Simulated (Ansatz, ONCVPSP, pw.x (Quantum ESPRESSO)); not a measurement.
From atom to crystal: ONCV potential for H

H (Z = 1), optimised norm-conserving Vanderbilt (ONCV), made with ONCVPSP 4.0.1 (PBE, scalar-relativistic). Core none, reference 1s1. Waves: 1s: rc 1.20 bohr, ncon 4, nbas 8, qcut 5.5 1/bohr, 2 projectors, debl 3.2 Ha; p scattering state at 0.22 Ha: rc 1.05 bohr, ncon 4, nbas 7, qcut 7.3 1/bohr, 2 projectors, debl 3.7 Ha. Local part: polynomial inside 0.90 bohr (lpopt 5, dvloc0 -1 Ha). Core correction: none.

Atomic tests: cutoffs needed: 13 Ha and 38 Ha (the cutoffs (Ha) at which the residual kinetic energy of the hardest occupied pseudo-wave falls to 1 and 0.1 mHa per electron); ghost test: no bound ghost flagged; no localised positive-energy state flagged.

Crystal test: diamond H in pw.x 7.5, no spin, 15³ k-points, Fermi–Dirac smearing 0.01 Ry, cutoffs 90/360 Ry. The reference is all-electron LAPW (Ansatz 0.2.0) with the same functional, mesh and smearing; V0 and B0 come from Birch–Murnaghan fits to the pressures at five volumes. Errors are pseudo minus all-electron; Δ is the rms difference of the E(V) curves that follow from these fits, minima aligned, over ±6 % about the mean V0. Mesh and smearing are coarse, so the numbers serve the comparison and aren't converged zero-temperature values; the lattice is a test structure that the element need not adopt.

All-electron: a0 = 3.013 Å (V0 = 3.42 Å³/atom), B0 = 91.2 GPa.

How far does the potential miss the all-electron equation of state?

mean pressure error (GPa): -0.43; a0 (Å): 3.008; a0 error (%): -0.16; B0 error (%): -0.4; Δ (meV/atom): 0.3.

| V (Å³/atom) | P all-electron (GPa) | P pseudo (GPa) |
| --- | --- | --- |
| 3.256 | 4.83 | 4.31 |
| 3.341 | 2.18 | 1.71 |
| 3.427 | -0.21 | -0.63 |
| 3.513 | -2.36 | -2.74 |
| 3.598 | -4.29 | -4.64 |

At the middle volume, how do free energy and pressure move when the wave cutoff is lowered (ecutrho kept at four times it)?

```tsv
cutoff (Ry)	shift of F (meV/atom)	shift of P (GPa)
40	+3.7	-0.03
54	+2.7	-0.23
72	+0.3	-0.10
```

Input at the middle volume:

```
&control
  calculation='scf', prefix='x', pseudo_dir='./', outdir='./tmp', tstress=.true., disk_io='low'
/
&system
  ibrav=0, nat=2, ntyp=1, ecutwfc=90, ecutrho=360, nbnd=8,
  occupations='smearing', smearing='fd', degauss=0.01
/
&electrons
  conv_thr=1e-09, mixing_beta=0.4, electron_maxstep=70
/
ATOMIC_SPECIES
H 1.0 H.UPF
CELL_PARAMETERS angstrom
  0.00000000 1.50766447 1.50766447
  1.50766447 0.00000000 1.50766447
  1.50766447 1.50766447 0.00000000
ATOMIC_POSITIONS crystal
H 0.0000 0.0000 0.0000
H 0.2500 0.2500 0.2500
K_POINTS automatic
15 15 15 0 0 0
```

```bash
pw.x < H.scf.in > H.scf.out
```

Lines of the output:

```
Message from routine setup:
     using ibrav=0 with symmetry is DISCOURAGED, use correct ibrav instead
     lattice parameter (alat)  =       4.0292  a.u.
     unit-cell volume          =      46.2531 (a.u.)^3
     number of electrons       =         2.00
     number of Kohn-Sham states=            8
     kinetic-energy cutoff     =      90.0000  Ry
     charge density cutoff     =     360.0000  Ry
     scf convergence threshold =      1.0E-09
     Exchange-correlation= PBE
     number of k points=   120  Fermi-Dirac smearing, width (Ry)=  0.0100
     iteration #  1     ecut=    90.00 Ry     beta= 0.40
     total energy              =      -2.21593841 Ry
     estimated scf accuracy    <       0.00508212 Ry
     iteration #  2     ecut=    90.00 Ry     beta= 0.40
     total energy              =      -2.21630230 Ry
     estimated scf accuracy    <       0.00183132 Ry
     iteration #  3     ecut=    90.00 Ry     beta= 0.40
     total energy              =      -2.21633247 Ry
     estimated scf accuracy    <       0.00000136 Ry
     iteration #  4     ecut=    90.00 Ry     beta= 0.40
     total energy              =      -2.21633537 Ry
     estimated scf accuracy    <       0.00000356 Ry
     iteration #  5     ecut=    90.00 Ry     beta= 0.40
     total energy              =      -2.21633555 Ry
     estimated scf accuracy    <          2.7E-09 Ry
     iteration #  6     ecut=    90.00 Ry     beta= 0.40
     total energy              =      -2.21633555 Ry
     estimated scf accuracy    <          2.1E-09 Ry
     iteration #  7     ecut=    90.00 Ry     beta= 0.40
     the Fermi energy is     2.5730 ev
!    total energy              =      -2.21633555 Ry
     estimated scf accuracy    <          1.1E-11 Ry
     smearing contrib. (-TS)   =      -0.00031817 Ry
     The total energy is F=E-TS. E is the sum of the following terms:
     one-electron contribution =       0.89432444 Ry
     hartree contribution      =       0.12433864 Ry
     xc contribution           =      -1.34396084 Ry
     ewald contribution        =      -1.89071962 Ry
     convergence has been achieved in   7 iterations
          total   stress  (Ry/bohr**3)                   (kbar)     P=       -6.33
```

The run at the middle volume (120 k-points, 7 iterations) took about 6 s on one core of a shared host (AMD EPYC 9R14, 32 threads, 123 GiB, load 10).
